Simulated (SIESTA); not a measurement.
Sb:

```
Sb
1.0
    -1.87134    1.87134    1.87134
     1.87134   -1.87134    1.87134
     1.87134    1.87134   -1.87134
Sb
1
Direct
  0.00000 0.00000 0.00000
```

This isn't the form of Sb at room conditions, which is rhombohedral.

Base run:

- Program: SIESTA 5.4.2
- Functional: PBEsol
- Potentials or basis: PseudoDojo 0.4 standard (PBEsol files)
- Basis: DZP (energy shift 0.003 Ry; two zetas on semicore shells)
- Grid cutoff: 500 Ry
- Energy shift: 0.003 Ry
- k mesh: 8 × 8 × 8
- Occupations: fermi-dirac, width 0.05 eV
- Spin: no spin polarisation

Its results: band gap on the k mesh none (metal or under the smearing width); pressure 0.7 GPa.

Problem. The run is repeated on the same cell with these changes: k mesh from 8 × 8 × 8 to 10 × 10 × 10. What comes out?

Solution. Band gap on the k mesh none (metal or under the smearing width); pressure 1.8 GPa.

Caveats: the basis of atomic orbitals isn't converged, which shifts pressures, moduli and gaps.

Not every run made on this cell is shown here.
